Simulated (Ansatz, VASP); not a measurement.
# Nb (Nb(100)): VASP beside Ansatz, part 2 of 2

Wanted: the spread between two codes on one cell, functional and k mesh.  Valence electrons are named where the data sets of a main pair hold unlike numbers.

VASP 6.6.1 and Ansatz 0.2.0.

So far: Set-up; VASP: band structure, r2SCAN.

### 3. Ansatz: band structure, r2SCAN

Level of this step: Ansatz beside VASP: Kohn-Sham DFT, plane waves, r2SCAN (Ansatz).

Ansatz runs on its default PAW (the set named soft_2) files.

The same cell, functional, mesh and smearing now go to Ansatz, which takes its cutoff from its data sets.

File input.yaml:

```yaml
crystal:
  lattice:
    - [3.3, 0.0, 0.0]
    - [0.0, 3.3, 0.0]
    - [0.0, 0.0, 27.9]
  atoms:
    - { symbol: Nb, position: [0.0, 0.0, 0.3225806452] }
    - { symbol: Nb, position: [0.5, 0.5, 0.3817204301] }
    - { symbol: Nb, position: [0.0, 0.0, 0.4408602151] }
    - { symbol: Nb, position: [0.5, 0.5, 0.5] }
    - { symbol: Nb, position: [0.0, 0.0, 0.5591397849] }
    - { symbol: Nb, position: [0.5, 0.5, 0.6182795699] }
    - { symbol: Nb, position: [0.0, 0.0, 0.6774193548] }
hamiltonian:
  xc: r2scan
  pseudopotentials: { kind: paw }
kpoints:
  mp_grid: { grid: [12, 12, 1] }
  band_path:
    path:
      - [0.5, 0.5, 0.0]
      - [0.46154, 0.46154, 0.0]
      - [0.42308, 0.42308, 0.0]
      - [0.34615, 0.34615, 0.0]
      - [0.30769, 0.30769, 0.0]
      - [0.23077, 0.23077, 0.0]
      - [0.19231, 0.19231, 0.0]
      - [0.15385, 0.15385, 0.0]
      - [0.07692, 0.07692, 0.0]
      - [0.03846, 0.03846, 0.0]
      - [0.0, 0.0, 0.0]
      - [0.0, 0.03846, 0.0]
      - [0.0, 0.07692, 0.0]
      - [0.0, 0.15385, 0.0]
      - [0.0, 0.19231, 0.0]
      - [0.0, 0.26923, 0.0]
      - [0.0, 0.30769, 0.0]
      - [0.0, 0.38462, 0.0]
      - [0.0, 0.42308, 0.0]
      - [0.0, 0.46154, 0.0]
      - [0.0, 0.5, 0.0]
      - [0.03846, 0.5, 0.0]
      - [0.11538, 0.5, 0.0]
      - [0.15385, 0.5, 0.0]
      - [0.19231, 0.5, 0.0]
      - [0.26923, 0.5, 0.0]
      - [0.30769, 0.5, 0.0]
      - [0.38462, 0.5, 0.0]
      - [0.42308, 0.5, 0.0]
      - [0.5, 0.5, 0.0]
    npoints: 1
scf:
  occupations: { method: fermi_dirac, width: 0.1 }
  n_extra_bands: 9
efield:
  axis: 3
  dipole_correction: true
  ramp_width: 0.04
output:
  forces: true
  eigenvalues: true
```

Started as:

```console
$ ansatz run input.yaml --threads 4 --pin off --max-ram 9216MiB --backend cpu --events-out ev --progress --plain --runs-dir out
```

Numbers of over 12 decimals in the logs are rounded to 6 here.

Log:

```text
scf.n_extra_bands = 9 over 46 filled bands (N_el = 91.0): the run solves 55 bands
Engine: ansatz 0.2.0, aarch64-unknown-linux-gnu
Pseudopotentials: kind: paw
Pseudopotential: Nb, paw, valence charge 13, recommended cutoff 500 eV (meta_gga), Nb.paw.azcp
Functional definition: r2SCAN
  parameter k0 = 0.174
  parameter k1 = 0.065
  parameter a1 = 4.9479
  exchange = r2scan_x(k0 = k0, k1 = k1, a1 = a1)
  correlation = r2scan_c
Crystal: 7 atoms, lattice volume = 303.831 Å³
Basis set: ecut = 500 eV, 7693 PW (Γ), exchange–correlation on 100×100×864 points (64 copies of the dense FFT grid, shifted against one another)
Bands: 55, of which v1, the nominal top of the filled ones, is band 46 counted from 1 (45 counted from 0)
Symmetry: 8 space group operations
k-points: 28 of 144
Non-local potential: Nb, projectors of the file, l = 0: 3, l = 1: 2, l = 2: 2, l = 3: 1
PAW form: soft (Blöchl's): semilocal exchange-correlation on the pseudo side does not see the compensation charge
PAW frozen core: Nb, regenerated for the run's functional (the file was generated under x = pbe(κ = 0.804, μ = 0.219515), c = pbe(β = 0.066725))
PAW one-centre angular grid: Nb, 590 points (default); XC on 160 Gauss nodes
Initial density: superposition of atomic densities (neutral atoms: chi_scale 0, normalization atom), corrected by the library's trained network
Initial wavefunctions: pseudopotential atomic-orbital guess
Functional: x = r2scan, c = r2scan; τ floored in thin density (d = 2e-4 eV/Å³)
SCF iter   1: F=—  HF=-31942.316814 eV  |F-HF|=—  |Δ(HF+E_count)|=         —  Δρ=1.72e-2  dr2=1.95e1  dr2_τ=2.15e-1  ethr=1.77e-3  p=0.000 e·Å  D=1.73e-13 V/Å  ΔV_dip=-0.00 eV  dr2_dipole=9.95e-8  V_vac-E_F(+/−)=4.12/4.12 eV  ⟨swp⟩=8.5  Hψ=7283  notcnv=0
efield: sawtooth ramp at fractional position 0.9800 (placed from the atoms, in the widest stretch of the axis that holds none; the zero of the levels goes with the place), width 0.0400; the density the first Hamiltonian is built on has a dipole p = 0.000 e·Å; the dipole correction subtracts the counter field D = 1.73e-13 V/Å, which shifts the + side's vacuum level by -0.00 eV against the − side's; the planar-averaged density in the ramp window peaks in size at 1.3e-5 e/Å³
preconditioner: auto → LDOS  [metal: Δε(μ)=0.026 eV  Ē_g=3.391 eV  σ=0.100 eV  W_gap=0.06  n_scr=62 (ndim 8)  ℏωp=12.6 eV  f_vac=0.512  D(μ)=6.48/eV (n_scr^D=36)  β→1.0]
SCF iter   2: F=—  HF=-31942.033213 eV  |F-HF|=—  |Δ(HF+E_count)|=   2.84e-1  Δρ=1.28e-2  dr2=8.52e0  dr2_τ=2.61e-1  ethr=1.77e-3  p=-0.000 e·Å  D=-3.43e-5 V/Å  ΔV_dip=0.00 eV  dr2_dipole=1.05e-6  V_vac-E_F(+/−)=3.29/3.29 eV  ⟨swp⟩=3.5  Hψ=2667  notcnv=0
SCF iter   3: F=—  HF=-31941.899360 eV  |F-HF|=—  |Δ(HF+E_count)|=   1.34e-1  Δρ=2.73e-3  dr2=3.78e-1  dr2_τ=5.00e-3  ethr=1.77e-3  p=-0.000 e·Å  D=-1.19e-5 V/Å  ΔV_dip=0.00 eV  dr2_dipole=4.37e-8  V_vac-E_F(+/−)=3.68/3.68 eV  ⟨swp⟩=2.6  Hψ=2302  notcnv=0
SCF iter   4: F=—  HF=-31941.897743 eV  |F-HF|=—  |Δ(HF+E_count)|=   1.62e-3  Δρ=5.49e-4  dr2=2.76e-3  dr2_τ=1.91e-4  ethr=4.16e-4  p=-0.000 e·Å  D=-6.70e-6 V/Å  ΔV_dip=0.00 eV  dr2_dipole=5.79e-9  V_vac-E_F(+/−)=3.64/3.64 eV  ⟨swp⟩=1.1  Hψ=1668  notcnv=0
SCF iter   5: F=—  HF=-31941.897956 eV  |F-HF|=—  |Δ(HF+E_count)|=   2.13e-4  Δρ=2.32e-4  dr2=2.45e-3  dr2_τ=3.96e-5  ethr=3.04e-6  p=-0.000 e·Å  D=-3.25e-6 V/Å  ΔV_dip=0.00 eV  dr2_dipole=2.07e-10  V_vac-E_F(+/−)=3.67/3.67 eV  ⟨swp⟩=3.5  Hψ=3096  notcnv=0
SCF iter   6: F=—  HF=-31941.897971 eV  |F-HF|=—  |Δ(HF+E_count)|=   1.47e-5  Δρ=9.10e-5  dr2=3.10e-4  dr2_τ=2.82e-6  ethr=2.69e-6  p=-0.000 e·Å  D=-1.39e-6 V/Å  ΔV_dip=0.00 eV  dr2_dipole=8.60e-11  V_vac-E_F(+/−)=3.69/3.69 eV  ⟨swp⟩=1.1  Hψ=1551  notcnv=0
SCF iter   7: F=—  HF=-31941.897963 eV  |F-HF|=—  |Δ(HF+E_count)|=   7.28e-6  Δρ=2.70e-5  dr2=7.26e-6  dr2_τ=2.64e-7  ethr=3.40e-7  p=-0.000 e·Å  D=-2.17e-7 V/Å  ΔV_dip=0.00 eV  dr2_dipole=9.31e-12  V_vac-E_F(+/−)=3.70/3.70 eV  ⟨swp⟩=1.5  Hψ=1627  notcnv=0
SCF iter   8: F=—  HF=-31941.897591 eV  |F-HF|=—  |Δ(HF+E_count)|=   3.73e-4  Δρ=1.21e-5  dr2=1.36e-6  dr2_τ=1.06e-7  ethr=7.98e-9  p=-0.000 e·Å  D=-9.02e-8 V/Å  ΔV_dip=0.00 eV  dr2_dipole=1.08e-12  V_vac-E_F(+/−)=3.71/3.71 eV  ⟨swp⟩=2.5  Hψ=2743  notcnv=0
SCF iter   9: F=-31941.897591 eV  HF=-31941.897591 eV  |F-HF|=2.66e-8  |Δ(HF+E_count)|=   1.77e-8  Δρ=2.96e-6  dr2=4.56e-8  dr2_τ=4.73e-9  ethr=1.10e-10  p=-0.000 e·Å  D=-5.44e-9 V/Å  ΔV_dip=0.00 eV  dr2_dipole=6.84e-13  V_vac-E_F(+/−)=3.71/3.71 eV  ⟨swp⟩=9.8  Hψ=8238  notcnv=0
SCF 1 converged in 9 iterations: F = -31941.897591 eV  dr2 = 4.56e-8
  greatest PAW one-centre occupation: 1.000 electrons in one spin orbital (limit 2), on the Nb atom at site 5 (counted from 0), in its partial waves of l = 0
NSCF: frozen V_eff on 30 k-points
efield: sawtooth ramp at fractional position 0.9800 (kept from the solve that this one continues, or follows in the run), width 0.0400; the density the first Hamiltonian is built on has a dipole p = -0.000 e·Å; the dipole correction subtracts the counter field D = -5.44e-9 V/Å, which shifts the + side's vacuum level by +0.00 eV against the − side's; the planar-averaged density in the ramp window peaks in size at 7.6e-7 e/Å³
SCF converged after 9 iterations
Free energy (F): -31941.897591 eV
Harris-Foulkes:  -31941.897591 eV  (|F-HF|=2.66e-8)
Internal energy: -31941.599140 eV  (E = F + TS)
E sigma→0 (E₀):  -31941.748366 eV
Entropy (-TS):   -0.298451 eV (-42.636 meV/atom)
Fermi energy:    5.413451 eV
Dipole field:    D = 0.000001 V/Å  (p = 0.000002 e·Å, saw-weighted, corrected)
Work function:   Φ+ = 3.7114 eV   Φ− = 3.7114 eV
Levels:          The Fermi level and band energies are counted from a zero that moves with the ramp; work functions are not
--- Per-component energies (eV) ---
  E_band       = -1692.725345
  E_kinetic    = 2746.201976
  E_local      = -115296.084519  (includes V_loc(G=0)·N_el)
  E_nonlocal   = 838.384924
  E_hartree    = 56160.000739
  E_xc         = -1180.904267
  E_vxc        = -1647.623983  (∫ρ·V_xc dr)
  E_paw        = -21631.721730  (= ΣΔE_a)
  E_vpaw       = -757.746491  (= ΣTr[D̂ρ^β])
  E_aug_tail   = 0.000028  (compensation charges beyond the density's cutoff)
  E_vtau       = 104.139090  (kinetic-family band-sum trace: ∫τ·v_τ [+ j·A + Jᵃ·Aᵃ] dr)
  E_efield     = 0.000000  (sawtooth field / dipole correction)
  E_vefield    = 0.000000  (∫n·V_field dr)
  E_ewald      = 46423.870723
  E_core_change = -1.347015  (= ΣΔE_core)
  E_smearing   = -0.298451  (= −TS)
  E_closure    = -0.000000  (closes the sum)
  Σ components = -31941.897591   (vs F -31941.897591, Δ=0.00e0)
--- Forces (eV/Å), atoms counted from 1 ---
  atom   1  Nb    -0.00000000     0.00000000     1.09814568
  atom   2  Nb    -0.00000000     0.00000000    -0.89420277
  atom   3  Nb    -0.00000000     0.00000000    -0.44650164
  atom   4  Nb     0.00000000     0.00000000    -0.00000002
  atom   5  Nb    -0.00000000     0.00000000     0.44650146
  atom   6  Nb     0.00000000     0.00000000     0.89420261
  atom   7  Nb    -0.00000000     0.00000000    -1.09814575
  max |Σ_I F_I| component: 4.35e-7 eV/Å
--- Band table (eV; the first three rows and the last of 28) ---
  k-point 0: bands = [... 42 lower, 5.6209, 5.6209, 5.6799, 5.6799, 5.8307, 5.8307, 5.8716, 6.2265, ... 5 higher]
  k-point 1: bands = [... 42 lower, 5.4047, 5.4413, 5.6527, 5.6586, 5.7830, 5.8918, 5.9256, 6.1573, ... 5 higher]
  k-point 2: bands = [... 42 lower, 5.1735, 5.3083, 5.3303, 5.4667, 5.5842, 6.1157, 6.1956, 6.2575, ... 5 higher]
  k-point 27: bands = [... 42 lower, 4.2292, 5.1281, 5.1281, 6.3525, 6.3525, 7.7463, 7.7642, 7.9641, ... 5 higher]
```

The job ended after 41 s (4 threads of Arm Neoverse V2, shared host; peak memory 1.4 GiB).

### 4. Differences

Known differences besides the potentials themselves: VASP keeps PBE cores, Ansatz makes them for the functional; the data sets hold 91 valence electrons in Ansatz (on its default PAW (the set named soft_2) files) and 77 in VASP; the cutoff is 500 eV in Ansatz and 300 eV in VASP (PREC = Normal). Total energies have different zeros and are not compared.

Compared:

```
                                   quantity  Ansatz  VASP  difference
 work function, lower of the two faces (eV)    3.71  3.71        0.00
work function, higher of the two faces (eV)    3.71  3.71        0.00
```

Forces (eV/Å; atoms numbered as in POSCAR):

```
atom        Ansatz x, y, z          VASP x, y, z
 Nb1   0.000, 0.000, 1.098   0.000, 0.000, 0.937
 Nb2  0.000, 0.000, -0.894  0.000, 0.000, -0.934
 Nb3  0.000, 0.000, -0.447  0.000, 0.000, -0.437
 Nb4   0.000, 0.000, 0.000   0.000, 0.000, 0.000
 Nb5   0.000, 0.000, 0.447   0.000, 0.000, 0.437
 Nb6   0.000, 0.000, 0.894   0.000, 0.000, 0.934
 Nb7  0.000, 0.000, -1.098  0.000, 0.000, -0.937
```

The forces differ by 51 meV/Å r.m.s., which is 11.9 % of the r.m.s. force of 0.430 eV/Å (both taken over all components). Levels from 3 eV below to 2 eV above the Fermi level differ by 20 meV r.m.s. and 275 meV at most; each VASP level is matched to the nearest of Ansatz, which flatters the figure a little. VASP's log warns that it found no field-free region in the vacuum, so its work functions are uncertain. With vacuum in the cell, a pressure given here is an average over mostly empty space and none of the material.

### 5. Further runs

Further runs change the set-up of one program: Ansatz's method, potentials or start, or VASP's data sets, cutoff or form of LDA. The table gives Ansatz less VASP for each quantity, since a change that brings one quantity closer may part another.

| run | r.m.s. force difference (meV/Å) | work function, lower of the two faces (eV) | work function, higher of the two faces (eV) |
| --- | --- | --- | --- |
| as above | 51 | -0.0036 | -0.0036 |
| cores kept as stored | 52 | -0.0031 | -0.0031 |
| Ansatz's larger PAW set (cutoff 770 eV) | 51 | -0.0036 | -0.0036 |
| norm-conserving potentials (cutoff 1116 eV) | 51 | -0.0035 | -0.0034 |

### 6. Outcome

| Item | Value |
| --- | --- |
| r.m.s. force difference (band structure, r2SCAN) | 12 % of the r.m.s. force |

In words: The r.m.s. force difference is 12 % of the r.m.s. force (band structure, r2SCAN), beyond the 3 % picked in this series as the mark of a large difference. The data sets hold unlike numbers of valence electrons (91 in Ansatz and 77 in VASP), so part of the differences comes from the potentials. For band structure, r2SCAN, no further run moves any of the tabulated differences by more than a quarter of its size. How closely two codes agree says nothing of how well the functional describes the real material.

[Lines on the potential files, build, host, timing and source positions are cut from VASP's logs without a mark.]

[Logs are printed without paths, hosts, clocks, repeated set-up lines and the standing remarks that a program may print on its own settings, such as how far it seeks lower states.]

[Hosts, paths, dates, database ids (printed as entryN), source tags and the programs' standing remarks are cut or masked in the printed files.]
